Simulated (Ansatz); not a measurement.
The system is Pb.

```
CELL_PARAMETERS angstrom
0.00000 3.43900 3.43900
3.43900 0.00000 3.43900
3.43900 3.43900 0.00000
ATOMIC_POSITIONS crystal
Pb 0.25000 0.25000 0.25000
Pb 0.00000 0.00000 0.00000
```

This isn't the form of Pb at room conditions, which is fcc.

Below is the output of Ansatz 0.2.0 for this cell. Logs are shortened: lines on timing, memory, paths and dates and some standing lists are left out, and cuts for length are marked.

```text
Warning: RAYON_NUM_THREADS=1 ignored (pool sized by the plan → 1); use --threads N
Pb: projections on atomic orbitals take those of the free atom 1s2 2s2 2p6 3s2 3p6 3d10 4s2 4p6 4d10 4f14 5s2 5p6 5d10 6s2 6p2, of charge +0.00 (hamiltonian.pseudopotentials.projection_atoms)
LAPW: plane waves up to 7.791 Å⁻¹, error target 1.0e-3 eV per atom; small_component_spin mean_spin; Pb in spheres of 1.489 Å, 36 of its electrons in bands, Dirac shells [] (how accurate: hamiltonian.pseudopotentials.lapw.basis_error, Limitations)
Engine: ansatz 0.2.0, aarch64-unknown-linux-gnu
Pseudopotentials: kind: all_electron
Pseudopotential: Pb, LAPW, valence charge 36, lapw/all_electron/scalar/gaussian/Pb, Koelling and Harmon's equation, gaussian nucleus
Functional definition: PBE
  parameter kappa = 0.804
  parameter beta = 0.06672455060314922
  exchange = pbe_x(kappa = kappa, mu = beta*pi^2/3)
  correlation = pbe_c(beta = beta)
Crystal: 2 atoms, lattice volume = 81.344 Å³
Basis set: ecut = 231.27154829490877 eV, 645 PW (Γ), exchange–correlation at level 2
Bands: 44, of which v1, the nominal top of the filled ones, is band 36 counted from 1 (35 counted from 0)
Symmetry: 48 space group operations
Space group: Fd-3m (ITA 227), of the structure as read, at distance tolerance 4.3e-5 Å
k-points: 20 of 343
Non-local potential: Pb, projectors of the file, none
Initial density: superposition of atomic densities (chi_scale 0.1, normalization cell)
[... 16 lines left out ...]
Internal energy: -1136132.626581 eV  (E = F + TS)
E sigma→0 (E₀):  -1136132.629623 eV
Entropy (-TS):   -0.006082 eV (-3.041 meV/atom)
Fermi energy:    10.586526 eV
--- Per-component energies (eV) ---
  E_band       = -4753.089676
  E_kinetic    = 1309942.388102
  E_xc         = -21161.255506
  E_electrostatic = -2424913.759178  (all electrons and nuclei)
  E_smearing   = -0.006082  (= −TS)
  E_closure    = 0.000000  (closes the sum)
  E_atoms      = -1136126.086703  (free atoms, spherical and without spin; not in F)
  Σ components = -1136132.632664   (vs F -1136132.632664, Δ=0.00e0)
  Basis errors (estimates in eV, not in F): energy 4.1e-4 per atom: plane waves 3.9e-4 (2.2e-4 summed), levels above the bands 2.9e-75, relativity 2.7e-8, radial functions 2.9e-5, core shells 2.1e-7; eigenvalues (radial functions only) 3.7e-7; not estimated: angular momenta, meshes, grids; target (lapw.basis_error) 1.0e-3; muffin-tin radii Pb 1.489 Å
--- Forces (eV/Å), atoms counted from 1 ---
  atom   1  Pb    -0.00000000    -0.00000000     0.00000000
  atom   2  Pb     0.00000000     0.00000000    -0.00000000
  max |Σ_I F_I| component: 1.01e-18 eV/Å
--- Stress (GPa, compression-positive) ---
        2.410486      -0.000000       0.000000
       -0.000000       2.410486       0.000000
        0.000000       0.000000       2.410486
  P = ⅓ Tr σ = 2.4105 GPa (24.105 kbar)
--- Band table (eV; the first three rows and the last of 20) ---
  k-point 0: bands = ["-129.0088", "-129.0078", "-118.0354", "-118.0354", "-118.0354", "-118.0354", "-118.0354", "-118.0354", "-118.0353", "-118.0353", "-118.0353", "-118.0353", "-118.0353", "-118.0353", "-118.0351", "-118.0351", "-70.8468", "-70.8468", "-70.8468", "-70.8350", "-70.8350", "-70.8350", "-6.6207", "-6.6207", "-6.6207", "-6.5442", "-6.5442", "-6.1135", "-6.1135", "-6.1135", "-6.0890", "-6.0890", "-0.5458", "6.6830", "10.9846", "10.9846", "10.9846", "12.9952", "12.9952", "12.9952", "14.7145", "18.5766", "18.5766", "18.5766"]
  k-point 1: bands = ["-129.0087", "-129.0078", "-118.0354", "-118.0354", "-118.0354", "-118.0354", "-118.0354", "-118.0354", "-118.0353", "-118.0353", "-118.0353", "-118.0353", "-118.0353", "-118.0353", "-118.0351", "-118.0351", "-70.8470", "-70.8470", "-70.8466", "-70.8353", "-70.8349", "-70.8349", "-6.6392", "-6.6392", "-6.6161", "-6.5172", "-6.5172", "-6.1446", "-6.1446", "-6.1252", "-6.0626", "-6.0626", "-0.3721", "6.0638", "10.6142", "10.6580", "10.6580", "13.4003", "13.4003", "13.4102", "15.8071", "17.8296", "17.8296", "18.0404"]
  k-point 2: bands = ["-129.0086", "-129.0079", "-118.0354", "-118.0354", "-118.0354", "-118.0354", "-118.0354", "-118.0354", "-118.0353", "-118.0353", "-118.0353", "-118.0353", "-118.0353", "-118.0353", "-118.0351", "-118.0351", "-70.8473", "-70.8473", "-70.8460", "-70.8359", "-70.8346", "-70.8346", "-6.6600", "-6.6600", "-6.6053", "-6.4802", "-6.4802", "-6.1754", "-6.1754", "-6.1516", "-6.0398", "-6.0398", "0.1102", "4.7812", "10.0108", "10.1653", "10.1653", "13.9382", "13.9382", "14.8824", "16.3857", "17.8080", "17.8080", "19.0222"]
  k-point 19: bands = ["-129.0083", "-129.0082", "-118.0354", "-118.0354", "-118.0354", "-118.0354", "-118.0354", "-118.0354", "-118.0353", "-118.0353", "-118.0353", "-118.0353", "-118.0353", "-118.0353", "-118.0351", "-118.0351", "-70.8483", "-70.8481", "-70.8420", "-70.8399", "-70.8338", "-70.8335", "-6.7200", "-6.7025", "-6.4883", "-6.3944", "-6.3566", "-6.3129", "-6.3018", "-6.2319", "-5.9864", "-5.9685", "1.7411", "2.5335", "7.8999", "8.6020", "12.4403", "13.8741", "14.9989", "15.2881", "18.0510", "19.1233", "20.2836", "20.8587"]
--- Löwdin populations: 2 sites ---
  site symbol       q [e]
     0     Pb     81.9836
     1     Pb     81.9836
  spilling = 0.000200 (of n_electrons = 164.000000)
```

What input gives this log?

Single point with PBE, no spin polarisation. The files as run (others can give the same):

input.yaml
```yaml
crystal:
  lattice:
    - [0.0, 3.4390000555, 3.4390000555]
    - [3.4390000555, 0.0, 3.4390000555]
    - [3.4390000555, 3.4390000555, 0.0]
  atoms:
    - { symbol: Pb, position: [0.25, 0.25, 0.25] }
    - { symbol: Pb, position: [0.0, 0.0, 0.0] }
kpoints:
  mp_grid: { grid: [7, 7, 7] }
scf:
  occupations: { method: fermi_dirac, width: 0.05 }
hamiltonian:
  xc: pbe
  pseudopotentials: { kind: all_electron, lapw: { basis_error: 0.001 } }
output:
  forces: true
  stress: true
  eigenvalues: true
  populations: true
```

Potentials or basis: all-electron LAPW, scalar-relativistic.
Launch:
```console
$ ansatz run input.yaml --threads 1 --pin off --max-ram 3072MiB --backend cpu --events-out ev --progress --plain --runs-dir out
```
